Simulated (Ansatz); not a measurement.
## Pt: which structure is lowest?

The calculation used DFT, RPBE, plane waves (420 eV) with PAW, scalar-relativistic in Ansatz 0.2.0. (PAW data from PBE, frozen cores regenerated.)

Each structure is relaxed within its own symmetry, so a high-lying one may be dynamically unstable.

(1) Rank these structures of platinum by energy per atom, lowest first.
A. A15
B. dhcp
C. hcp
D. bcc
E. diamond
F. fcc
G. simple cubic
H. omega (AlB2-type)

| structure | ΔE (meV/atom) | V (Å³/atom) | cell | magnetic state |
| --- | --- | --- | --- | --- |
| fcc | 0 | 15.93 | a = 3.994 Å | spin not included |
| dhcp | 29 | 15.99 | a = 2.807 Å, c = 9.376 Å (c/a = 3.341) | spin not included |
| hcp | 57 | 16.05 | a = 2.782 Å, c = 4.788 Å (c/a = 1.721) | spin not included |
| bcc | 91 | 16.13 | a = 3.184 Å | spin not included |
| omega (AlB2-type) | 137 | 16.33 | a = 4.561 Å, c = 2.719 Å (c/a = 0.596) | spin not included |
| A15 | 244 | 16.55 | a = 5.097 Å | spin not included |
| simple cubic | 430 | 18.46 | a = 2.643 Å | spin not included |
| diamond | 978 | 24.76 | a = 5.829 Å | spin not included |

ΔE counts from fcc.

Differences under about 8 meV lie within the error of the k-point mesh.

Answers

(1) F (0 meV/atom), B (29 meV/atom), C (57 meV/atom), D (91 meV/atom), H (137 meV/atom), A (244 meV/atom), G (430 meV/atom), E (978 meV/atom).
